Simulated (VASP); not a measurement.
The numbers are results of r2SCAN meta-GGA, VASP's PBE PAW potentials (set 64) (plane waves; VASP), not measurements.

VASP input:

**POSCAR**
```
ZrO2
1
    0.0000000000     2.4940132586     2.4940132586
    2.4940132586     0.0000000000     2.4940132586
    2.4940132586     2.4940132586     0.0000000000
Zr O
1 2
Direct
  0.0000000000   0.0000000000   0.0000000000
  0.2500000000   0.2500000000   0.2500000000
  0.7500000000   0.7500000000   0.7500000000
```

INCAR:
```
LMAXMIX=4   ! l cut-off of mixed one-centre charges
ENCUT=520   ! plane-wave cut-off (eV)
LMIXTAU=.True.
ISMEAR=0
LREAL=.False.   ! projection in real space or not
NELM=100   ! most electronic steps
SYSTEM=ZrO2
SIGMA=0.05   ! width (eV)
ALGO=Normal   ! blocked Davidson
METAGGA=R2SCAN
PREC=Accurate
ISIF=2   ! forces and stress, cell fixed
LCHARG=.False.
LWAVE=.False.
EDIFF=1E-7   ! SCF stop (eV)
LASPH=.True.   ! aspherical one-centre terms
```

### KPOINTS
```
Automatic mesh
0
Gamma
8 8 8
0 0 0
```

POTCAR, in this order: Zr_sv O (PBE.64 set). Program: vasp_std.

Output of the run:

OSZICAR:
```
       N       E                     dE             d eps       ncg     rms          rms(c)
DAV:   1     0.177799754192E+03    0.17780E+03   -0.15136E+04   928   0.159E+03
DAV:   2    -0.535614499573E+02   -0.23136E+03   -0.22584E+03  1224   0.407E+02
DAV:   3    -0.614768976296E+02   -0.79154E+01   -0.79078E+01  1424   0.761E+01
DAV:   4    -0.616518302349E+02   -0.17493E+00   -0.17491E+00  1272   0.893E+00
DAV:   5    -0.616556567739E+02   -0.38265E-02   -0.38265E-02  1248   0.965E-01    0.294E+01
DAV:   6    -0.451130394974E+02    0.16543E+02   -0.18915E+01  1224   0.435E+01    0.986E+00
DAV:   7    -0.464256111564E+02   -0.13126E+01   -0.27632E+00  1024   0.144E+01    0.489E+00
DAV:   8    -0.461759093313E+02    0.24970E+00   -0.25058E+00  1048   0.161E+01    0.283E+00
DAV:   9    -0.455600566066E+02    0.61585E+00   -0.95191E-01   976   0.110E+01    0.121E+00
DAV:  10    -0.457536960278E+02   -0.19364E+00   -0.14072E-01  1192   0.406E+00    0.579E-01
DAV:  11    -0.457544523848E+02   -0.75636E-03   -0.82062E-03  1288   0.101E+00    0.400E-01
DAV:  12    -0.457478177381E+02    0.66346E-02   -0.10590E-02  1064   0.104E+00    0.279E-01
DAV:  13    -0.457468798094E+02    0.93793E-03   -0.22500E-03  1232   0.354E-01    0.106E-01
DAV:  14    -0.457470833722E+02   -0.20356E-03   -0.43682E-04  1096   0.219E-01    0.419E-02
DAV:  15    -0.457468009956E+02    0.28238E-03   -0.17538E-04  1240   0.138E-01    0.398E-02
DAV:  16    -0.457470368062E+02   -0.23581E-03   -0.17607E-04   976   0.124E-01    0.227E-02
DAV:  17    -0.457470372481E+02   -0.44186E-06   -0.13295E-05  1400   0.294E-02    0.146E-02
DAV:  18    -0.457470369860E+02    0.26206E-06   -0.24478E-06  1008   0.156E-02    0.635E-03
DAV:  19    -0.457470365722E+02    0.41384E-06   -0.71331E-07  1184   0.100E-02    0.498E-04
DAV:  20    -0.457470368297E+02   -0.25750E-06   -0.98510E-08   608   0.322E-03    0.675E-04
DAV:  21    -0.457470367376E+02    0.92135E-07   -0.23751E-08   560   0.147E-03
   1 F= -.45747037E+02 E0= -.45747037E+02  d E =-.620464E-26
```

File OUTCAR:
```
------------------------ aborting loop because EDIFF is reached ----------------------------------------
  FORCE on cell =-STRESS in cart. coord.  units (eV):
  Direction    XX          YY          ZZ          XY          YZ          ZX
  --------------------------------------------------------------------------------------
  Total        3.5031525      3.5031525      3.5031525      0.0000000      0.0000000     -0.0000000
  in kB      180.9019932    180.9019932    180.9019932      0.0000000      0.0000000     -0.0000000
  external PRESSURE =     180.9019932 kB  Pullay stress =       0.0000000 kB
  volume of cell :       31.03
      direct lattice vectors                 reciprocal lattice vectors
     0.000000000  2.494013259  2.494013259    -0.200480089  0.200480089  0.200480089
     2.494013259  0.000000000  2.494013259     0.200480089 -0.200480089  0.200480089
     2.494013259  2.494013259  0.000000000     0.200480089  0.200480089 -0.200480089
 POSITION                                       TOTAL-FORCE (eV/Angst)
 -----------------------------------------------------------------------------------
      0.00000      0.00000      0.00000        -0.000000      0.000000     -0.000000
      1.24701      1.24701      1.24701        -0.000000     -0.000000      0.000000
      3.74102      3.74102      3.74102         0.000000      0.000000     -0.000000
 -----------------------------------------------------------------------------------
    total drift:                                0.000000      0.000000      0.000000
  FREE ENERGIE OF THE ION-ELECTRON SYSTEM (eV)
  ---------------------------------------------------
  free  energy   TOTEN  =       -45.7470367376 eV

  energy  without entropy=      -45.7470367376  energy(sigma->0) =      -45.74703674
```
(Selected blocks of OUTCAR.)

The compound is ZrO2 in the fluorite structure, the high-temperature cubic form, which is unstable at 0 K; the monoclinic form is the stable one. This cell is one point of a volume scan, at 0.94 of the reference volume.
